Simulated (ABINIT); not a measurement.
# AlN (F-43m): G0W0 on several meshes in ABINIT, part 2 of 2

How does the mesh move the gap of AlN (F-43m)?

ABINIT 10.8.3; PBE and many-body steps on it, plane waves. Known limits of the many-body steps: not at the basis limit.

So far. Step 4 (6×6×6): The gap on the mesh goes from 3.32 eV to 4.52 eV, a correction of +1.19 eV. Step 5 (Empty states on the mesh, 8×8×8 mesh, 116 bands): On this mesh the gap is 3.325 eV.

**7. 8×8×8**

This step: G0W0 on PBE, plane waves, norm-conserving pseudopotentials.

run.abi reads:

```
acell 3*1.0 Angstrom
rprim 
  -0.000000000000 2.183993559600 2.183993559600
  2.183993559600 -0.000000000000 2.183993559600
  2.183993559600 2.183993559600 -0.000000000000
ntypat 2
znucl 13 7
natom 2
typat 1 2
xred 
  0.000000000000 0.000000000000 0.000000000000
  0.750000000000 0.750000000000 0.750000000000
pp_dirpath "pseudos"
pseudos "Al.upf, N.upf"
ecut 36
ngkpt 8 8 8
nshiftk 1
shiftk 0 0 0
kptopt 1
chksymbreak 0
istwfk *1
occopt 1
irdwfk 1
optdriver 4
nband 108
gwcalctyp 0
ecutsigx 36
symsigma 1
nkptgw 3
kptgw 
  0.0000000000 0.0000000000 0.0000000000
  0.5000000000 0.5000000000 0.0000000000
  0.5000000000 0.0000000000 0.0000000000
bdgw 
  2 8
  3 6
  3 6
ecuteps 7.48
irdscr 1
ppmodel 1
indata_prefix "in"
outdata_prefix "out"
tmpdata_prefix "tmp"
```

Started as:

```console
$ OMP_NUM_THREADS=1 mpirun -n 8 abinit run.abi > log
```

The log of the run:

```text
.Version 10.8.3 of ABINIT. v10.8.2 released Aug 2026.

 Symmetries : space group F-4 3 m (#216); Bravais cF (face-center cubic)
[... echo of the input left out ...]
== DATASET  1 ==================================================================
-   mpi_nproc: 8, omp_nthreads: 1 (-1 if OMP is not activated)

--- !DatasetInfo
iteration_state: {dtset: 1, }
dimensions: {natom: 2, nkpt: 29, mband: 108, nsppol: 1, nspinor: 1, nspden: 1, mpw: 1475, }
cutoff_energies: {ecut:  36.0, pawecutdg:  -1.0, }
electrons: {nelect:   8.00000000E+00, charge:   0.00000000E+00, occopt:   1.00000000E+00, tsmear:   1.00000000E-02, }

 SIGMA: Calculation of the GW corrections

 Based on a program developped by R.W. Godby, V. Olevano, G. Onida, and L. Reining.
 Incorporated in ABINIT by V. Olevano, G.-M. Rignanese, and M. Torrent.
.Using double precision arithmetic ; gwpc =  8

[... cell and pseudopotentials left out ...]
--------------------------------------------------------------------------------

 ==== K-mesh for the wavefunctions ====
 Number of points in the irreducible wedge :    29
[... list of points left out ...]
 Together with 24 symmetry operations and time-reversal symmetry
 yields   512 points in the full Brillouin Zone.

 ==== Q-mesh for screening function ====
 Number of points in the irreducible wedge :    29
[... list of points left out ...]
 Together with 24 symmetry operations and time-reversal symmetry
 yields   512 points in the full Brillouin Zone.

 vcoul_init : cutoff-mode = AUXILIARY_FUNCTION
 q-points for optical limit:   1
     1)      0.000010    0.000020    0.000030
 setmesh: FFT mesh size selected  =    32x   32x   32
          total number of points  =        32768

 Number of electrons calculated from density =    8.0000; Expected =    8.0000
[...]
number of plane-waves for wavefunctions          1459
 number of bands                                   108
 number of q-points in IBZ                          29
 number of frequencies                               2
 number of real frequencies                          1
 number of imag frequencies                          1

 matrix elements of self-energy operator (all in [eV])

 Perturbative Calculation

--- !SelfEnergy_ee
iteration_state: {dtset: 1, }
kpoint     : [   0.000,    0.000,    0.000, ]
spin       : 1
KS_gap     :    4.192
QP_gap     :    5.586
Delta_QP_KS:    1.393
data: !SigmaeeData |
     Band     E0 <VxcDFT>   SigX SigC(E0)      Z dSigC/dE  Sig(E)    E-E0       E
        2   5.159 -16.959 -20.982   2.936   0.786  -0.273 -17.813  -0.854   4.305
        3   5.159 -16.959 -20.982   2.936   0.786  -0.273 -17.813  -0.854   4.305
        4   5.159 -16.959 -20.982   2.936   0.786  -0.273 -17.813  -0.854   4.305
[...]
--- !SelfEnergy_ee
iteration_state: {dtset: 1, }
kpoint     : [   0.500,    0.500,    0.000, ]
spin       : 1
KS_gap     :    5.100
QP_gap     :    6.585
Delta_QP_KS:    1.485
data: !SigmaeeData |
     Band     E0 <VxcDFT>   SigX SigC(E0)      Z dSigC/dE  Sig(E)    E-E0       E
[...]
--- !SelfEnergy_ee
iteration_state: {dtset: 1, }
kpoint     : [   0.500,    0.000,    0.000, ]
spin       : 1
KS_gap     :    7.872
QP_gap     :    9.412
Delta_QP_KS:    1.540
data: !SigmaeeData |
     Band     E0 <VxcDFT>   SigX SigC(E0)      Z dSigC/dE  Sig(E)    E-E0       E
[...]
5  12.551 -11.010  -5.895  -4.388   0.824  -0.213 -10.411   0.599  13.150
        6  15.004 -13.283  -6.774  -5.224   0.778  -0.286 -12.284   0.999  16.003

== END DATASET(S) ==============================================================
================================================================================

 -outvars: echo values of variables after computation  --------
           etotal      0.0000000000E+00
            nband         108
             nkpt          29
          spgroup         216
 [... the other variables as echoed above ...]

 Calculation completed.
```

Wall time 11 s (8 MPI ranks of Arm Neoverse V2, shared host); peak memory 1.7 GiB.

This step gave:

```
G0W0 gap on the points computed              : 4.517 eV
starting gap on the mesh                     : 3.325 eV
k of the valence top                         : 0, 0, 0
k of the conduction bottom                   : 0.5, 0.5, 0
Z at the valence top                         : 0.786
Z at the conduction bottom                   : 0.836
least direct G0W0 gap on the computed points : 5.585 eV
```

Against G0W0 in ABINIT (6×6×6 mesh, 108 bands, screening to 203.5 eV, Godby-Needs plasmon pole), the gap moves by −0.002 eV.

**8. Empty states on the mesh, 10×10×10 mesh, 116 bands**

This step: DFT, PBE, plane waves, norm-conserving pseudopotentials.

run.abi reads:

```
acell 3*1.0 Angstrom
rprim 
  -0.000000000000 2.183993559600 2.183993559600
  2.183993559600 -0.000000000000 2.183993559600
  2.183993559600 2.183993559600 -0.000000000000
ntypat 2
znucl 13 7
natom 2
typat 1 2
xred 
  0.000000000000 0.000000000000 0.000000000000
  0.750000000000 0.750000000000 0.750000000000
pp_dirpath "pseudos"
pseudos "Al.upf, N.upf"
ecut 36
ngkpt 10 10 10
nshiftk 1
shiftk 0 0 0
kptopt 1
chksymbreak 0
irdden 1
istwfk *1
nband 116
prtvol 0
optdriver 6
gwr_task "HDIAGO"
paral_kgb 0
occopt 1
indata_prefix "in"
outdata_prefix "out"
tmpdata_prefix "tmp"
```

The log of the run:

```text
[banner, memory and clock lines left out]
.Version 10.8.3 of ABINIT. v10.8.2 released Aug 2026.

 Symmetries : space group F-4 3 m (#216); Bravais cF (face-center cubic)
[... echo of the input left out ...]
== DATASET  1 ==================================================================
-   mpi_nproc: 8, omp_nthreads: 1 (-1 if OMP is not activated)

--- !DatasetInfo
iteration_state: {dtset: 1, }
dimensions: {natom: 2, nkpt: 47, mband: 116, nsppol: 1, nspinor: 1, nspden: 1, mpw: 1467, }
cutoff_energies: {ecut:  36.0, pawecutdg:  -1.0, }
[...]
Integrated=    8.0000E+00

 === KS gaps after direct diagonalization ===
 Indirect band gap semiconductor
 Fundamental gap:     3.325 (eV)
   VBM:     5.159 (eV) at k: [ 0.0000E+00,  0.0000E+00,  0.0000E+00]
   CBM:     8.483 (eV) at k: [ 5.0000E-01,  5.0000E-01,  0.0000E+00]
 Direct gap:         4.192 (eV) at k: [ 0.0000E+00,  0.0000E+00,  0.0000E+00]

== END DATASET(S) ==============================================================

 -outvars: echo values of variables after computation  --------
           etotal      0.0000000000E+00
            nband         116
             nkpt          47
          spgroup         216
 [... the other variables as echoed above ...]

 Calculation completed.
```

Wall time 18 s (8 MPI ranks); peak memory 1.4 GiB; 2.3 min of CPU time.

This step gave:

```
gap                                                           : 3.325 eV
k of the valence top                                          : 0, 0, 0
k of the conduction bottom                                    : 0.5, 0.5, 0
least direct gap                                              : 4.192 eV
k points computed                                             : 47
lowest point of the top converged band, above the valence top : 147.7012 eV
```

On this mesh the gap is 3.325 eV.

**9. Screening, 10×10×10 mesh, 108 bands, screening to 203.5 eV**

This step: RPA screening on PBE, plane waves, norm-conserving pseudopotentials.

run.abi, as its differences from that of step 8:

```diff
@@ -20,10 +20,11 @@
 chksymbreak 0
-irdden 1
 istwfk *1
-nband 116
-prtvol 0
-optdriver 6
-gwr_task "HDIAGO"
-paral_kgb 0
 occopt 1
+irdwfk 1
+optdriver 3
+nband 108
+ecuteps 7.48
+inclvkb 2
+awtr 1
+symchi 1
 indata_prefix "in"
```

The log of the run:

```text
.Version 10.8.3 of ABINIT. v10.8.2 released Aug 2026.

 Symmetries : space group F-4 3 m (#216); Bravais cF (face-center cubic)
[... echo of the input left out ...]
== DATASET  1 ==================================================================
-   mpi_nproc: 8, omp_nthreads: 1 (-1 if OMP is not activated)

--- !DatasetInfo
iteration_state: {dtset: 1, }
dimensions: {natom: 2, nkpt: 47, mband: 108, nsppol: 1, nspinor: 1, nspden: 1, mpw: 1467, }
cutoff_energies: {ecut:  36.0, pawecutdg:  -1.0, }
[...]
--------------------------------------------------------------------------------
[... chi0 elements left out ...]
 For q-point:  0.000010 0.000020 0.000030
  dielectric constant =   4.2612
  dielectric constant without local fields =   4.6977

  Average fulfillment of the sum rule on Im[epsilon] for q-point    1 :     90.34  [%]
[... wings left out ...]
  q-point number  2        q = ( 0.100000, 0.000000, 0.000000) [r.l.u.]
--------------------------------------------------------------------------------
[... chi0 elements left out ...]
  Average fulfillment of the sum rule on Im[epsilon] for q-point    2 :     96.97  [%]

 [... 45 further q-points ...]
```

Elapsed: 4.4 min, on 8 MPI ranks; peak memory 2.8 GiB; 35 min of CPU time.

This step gave:

| Quantity | Value |
| --- | --- |
| ε∞ with local fields, on this mesh, along the program's q direction | 4.261 |
| the same without local fields | 4.698 |
| plasma frequency | 23.01 eV |
| plane waves in the screening matrix | 137 |

**10. 10×10×10**

This step: G0W0 on PBE, plane waves, norm-conserving pseudopotentials.

run.abi, as its differences from that of step 9:

```diff
@@ -23,8 +23,19 @@
 irdwfk 1
-optdriver 3
+optdriver 4
 nband 108
+gwcalctyp 0
+ecutsigx 36
+symsigma 1
+nkptgw 3
+kptgw 
+  0.0000000000 0.0000000000 0.0000000000
+  0.5000000000 0.5000000000 0.0000000000
+  0.5000000000 0.0000000000 0.0000000000
+bdgw 
+  2 8
+  3 6
+  3 6
 ecuteps 7.48
-inclvkb 2
-awtr 1
-symchi 1
+irdscr 1
+ppmodel 1
 indata_prefix "in"
```

The log of the run:

```text
.Version 10.8.3 of ABINIT. v10.8.2 released Aug 2026.

 Symmetries : space group F-4 3 m (#216); Bravais cF (face-center cubic)
[... echo of the input left out ...]
== DATASET  1 ==================================================================
-   mpi_nproc: 8, omp_nthreads: 1 (-1 if OMP is not activated)

--- !DatasetInfo
iteration_state: {dtset: 1, }
dimensions: {natom: 2, nkpt: 47, mband: 108, nsppol: 1, nspinor: 1, nspden: 1, mpw: 1467, }
cutoff_energies: {ecut:  36.0, pawecutdg:  -1.0, }
[...]
Band     E0 <VxcDFT>   SigX SigC(E0)      Z dSigC/dE  Sig(E)    E-E0       E
[...]
5  12.551 -11.010  -5.902  -4.384   0.824  -0.213 -10.413   0.597  13.148
        6  15.004 -13.283  -6.774  -5.227   0.789  -0.267 -12.271   1.012  16.017

== END DATASET(S) ==============================================================
================================================================================

 -outvars: echo values of variables after computation  --------
           etotal      0.0000000000E+00
            nband         108
             nkpt          47
          spgroup         216
 [... the other variables as echoed above ...]

 Calculation completed.
```

Elapsed: 17 s, on 8 MPI ranks; peak memory 2.5 GiB.

Numbers from this step:

```yaml
g0w0_gap_on_the_points_computed: 4.516 eV
starting_gap_on_the_mesh: 3.325 eV
k_of_the_valence_top: 0, 0, 0
k_of_the_conduction_bottom: 0.5, 0.5, 0
least_direct_g0w0_gap_on_the_computed_points: 5.582 eV
```

Against G0W0 in ABINIT (6×6×6 mesh, 108 bands, screening to 203.5 eV, Godby-Needs plasmon pole), the gap moves by −0.003 eV.

**11. The runs together**

Times are wall times on 8 MPI ranks of Arm Neoverse V2, shared host, good to a factor of about two. A run's time includes the screening step that it read.

| run | mesh | bands | screening cutoff (eV) | DFT gap (eV) | gap on the mesh (eV) | direct (eV) | ε∞ used | time |
| --- | --- | --- | --- | --- | --- | --- | --- | --- |
| 6×6×6 | 6×6×6 | 108 | 203.5 | 3.325 | 4.519 | 5.592 | 4.35 | 25 s |
| 8×8×8 | 8×8×8 | 108 | 203.5 | 3.325 | 4.517 | 5.585 | 4.27 | 90 s |
| 10×10×10 | 10×10×10 | 108 | 203.5 | 3.325 | 4.516 | 5.582 | 4.26 | 4.7 min |

**12. Outcome**

```json
{"6×6×6": "4.519 eV", "8×8×8": "4.517 eV", "10×10×10": "4.516 eV", "known limits": "not at the basis limit"}
```

In words: 8×8×8: −0.002 eV against 6×6×6. 10×10×10: −0.003 eV against 6×6×6. Bands and cutoff are finite, so the gap is not at the basis limit. The miss can reach some tenths of an eV and take either sign; the mesh is an error of its own. In the G0W0 runs levels were corrected at 3 k points alone, so a gap called «on the mesh» is the least over those, and an edge elsewhere would be missed.

[Paths, hosts, dates, memory and timing lines, banners, echoed tables and standing remarks are left out of the program output.]

[Logs are printed without paths, hosts, clocks, repeated set-up lines and the standing remarks that a program may print on its own settings, such as how far it seeks lower states.]

[Runs of the session that timed out or met a known fault of the program may be left out.]

[Hosts, paths, dates, database ids (printed as entryN), source tags and the programs' standing remarks are cut or masked in the printed files.]

[G0W0 gaps are taken among the corrected bands and points alone; a level outside them can change the order at an edge.]

[Where Ansatz stands beside ABINIT at settings called matched, ABINIT's density can come from a denser mesh and the files from another edition; pairs whose starting gaps differed by over 0.03 eV were left out, so agreement reads better than it is.]
